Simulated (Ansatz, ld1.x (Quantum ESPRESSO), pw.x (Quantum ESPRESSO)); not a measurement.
# indium: does the PAW potential hold in the solid?

indium (In), PAW, made with ld1.x (Quantum ESPRESSO) 7.5 (PBEsol, scalar-relativistic). Core [Kr] 4d10, reference 5s2 5p1. Waves: 5s (bound): rcut 2.20, rcutus 2.35 bohr; 5s channel at 0.45 Ry: rcut 2.20, rcutus 2.35 bohr; 5p (bound): rcut 2.65, rcutus 3.40 bohr; 5p channel at 3.25 Ry: rcut 2.65, rcutus 3.40 bohr; 5d channel at 0.4 Ry: rc 2.75 bohr. Local part: the d channel. Core correction: Bessel-smoothed model core inside 2.25 bohr. Augmentation charge: PSQ, inside the norm-conserving radii.

Atomic tests: cutoffs needed: 6 Ry and 8 Ry (the cutoffs (Ry, on a coarse ladder) from which the occupation-weighted sum of valence levels, in a spherical-Bessel basis at the reference potential, stays within 10 and 1 mRy of its value at 400 Ry); ghost test: no extra level below or beside the all-electron valence levels (s, p, d, f tested) (spherical-Bessel basis up to 400 Ry, 20 bohr box); configuration tests: test run stopped at test 5 of 7 (negative rho).

Crystal test: fcc In in pw.x 7.5, no spin, 12³ k-points, Fermi–Dirac smearing 0.01 Ry, cutoffs 40/320 Ry. The reference is all-electron LAPW (Ansatz 0.2.0) with the same functional, mesh and smearing; V0 and B0 come from Birch–Murnaghan fits to the pressures at five volumes. Errors are pseudo minus all-electron; Δ is the rms difference of the E(V) curves that follow from these fits, minima aligned, over ±6 % about the mean V0. Mesh and smearing are coarse, so the numbers serve the comparison and aren't converged zero-temperature values; the lattice is a test structure that the element need not adopt.

All-electron: a0 = 4.676 Å (V0 = 25.56 Å³/atom), B0 = 44.4 GPa.

Question: How far does the potential miss the all-electron equation of state?

Answer: mean pressure error (GPa): -0.43; a0 (Å): 4.661; a0 error (%): -0.32; B0 error (%): +4.0; Δ (meV/atom): 2.4. The largest radius (3.40 bohr) exceeds half the bond length (3.13 bohr), so the spheres overlap, which is one possible source of error among others. Atomic configuration tests: test run stopped at test 5 of 7 (negative rho).

```
V (Å³/atom)  P all-electron (GPa)  P pseudo (GPa)
     24.414                  2.29            1.83
     25.057                  0.93            0.48
     25.699                 -0.24           -0.68
     26.341                 -1.24           -1.66
     26.984                 -2.10           -2.50
```

Question: At the middle volume, how do free energy and pressure move when the wave cutoff is lowered (ecutrho held at 320 Ry)?

Answer:

```json
{"cutoff (Ry)": "18", "shift of F (meV/atom)": "+4.9", "shift of P (GPa)": "-0.06"}
{"cutoff (Ry)": "24", "shift of F (meV/atom)": "+0.5", "shift of P (GPa)": "+0.00"}
{"cutoff (Ry)": "32", "shift of F (meV/atom)": "+0.3", "shift of P (GPa)": "+0.01"}
```

The run at the middle volume (72 k-points, 6 iterations) took about 4 s on one core of a shared host (Neoverse-V2, 192 threads, 742 GiB, load 32).
